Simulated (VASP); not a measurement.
Here is a VASP 6.6.1 calculation.

INCAR

```
SYSTEM = TePb
PREC     = Accurate       ! precision mode
ENCUT    = 520            ! plane-wave cutoff, eV
EDIFF    = 1E-6           ! SCF threshold, eV
ISMEAR   = -1             ! smearing method
SIGMA    = 0.05           ! smearing width, eV
LREAL    = .FALSE.        ! projectors in reciprocal space
LASPH    = .TRUE.         ! aspherical terms in the spheres
NELM     = 60             ! most SCF steps
ALGO     = Normal         ! electronic algorithm
ISIF     = 2              ! what is computed and relaxed
LWAVE    = .FALSE.        ! write WAVECAR
LCHARG   = .FALSE.        ! write CHGCAR
GGA      = PE             ! functional
NBANDS   = 17             ! bands
```

File KPOINTS:

```
Automatic mesh
0
G
  6 6 6
  0 0 0
```

POSCAR

```
TePb
1.0
    0.0000000000      3.2310000000      3.2310000000
    3.2310000000      0.0000000000      3.2310000000
    3.2310000000      3.2310000000      0.0000000000
Te Pb
1 1
Direct
    0.5000000000      0.5000000000      0.5000000000
    0.0000000000      0.0000000000      0.0000000000
```

Potentials or basis: VASP PAW PBE potentials, release 64 (Te, Pb_d).

Command:

```sh
$ cat potpaw_PBE.64/Te/POTCAR potpaw_PBE.64/Pb_d/POTCAR > POTCAR
$ mpirun -np 1 vasp_std > vasp.out
```

Task: Estimate the pressure.

Result: 2.1 GPa.

Task: What does it give for the band gap on the k mesh?

Result: 0.74 eV, direct.

Caveat: spin-orbit coupling is left out, which moves the levels of the heavy elements.

**The experiment to reproduce.**

From a printed reference work, monograph, for a bulk crystal of TePb at 4.2 K: band gap 0.19 eV (direct).

Against the measured gap of TePb, 0.19 eV (direct; 4.2 K; a printed reference work, monograph), the calculated 0.74 eV is off by +0.55 eV. Spin-orbit coupling on Pb, Te is left out. The value is that of PBE on a finite k mesh, which can miss the band edges, without temperature or zero-point motion.
